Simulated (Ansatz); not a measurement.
# Vibrational response of FeCo

Method: Ansatz, DFT PBE, scalar-relativistic, plane waves, PAW. Settings: 420 eV plane-wave cutoff, Γ-centred 20×20×20 mesh, Gaussian smearing of 0.20 eV. Collinear spin, site moments -2.8, -1.8 μB. Phonons by linear response, acoustic sum rule imposed.

Equilibrium structure at this level:
```yaml
crystal:
  lattice:
    - [2.84464, 0.00000, 0.00000]
    - [0.00000, 2.84464, 0.00000]
    - [0.00000, 0.00000, 2.84464]
  atoms:
    - { symbol: Fe, position: [0.50000, 0.50000, 0.50000] }
    - { symbol: Co, position: [0.00000, 0.00000, 0.00000] }
```

The cell has the caesium chloride type, in a space group that the Crystallography Open Database lists for this formula; it was reached from a generator's guess. In a metal, frequencies depend on the k mesh and the smearing, soft modes most.

Optical modes at Γ:
```json
{"frequency (cm⁻¹)": "245", "degeneracy": "3"}
```

All 3 optical modes at Γ are real: no displacement of atoms at fixed cell lowers the energy to second order. Strains and modes at other wave vectors aren't tested by this run.
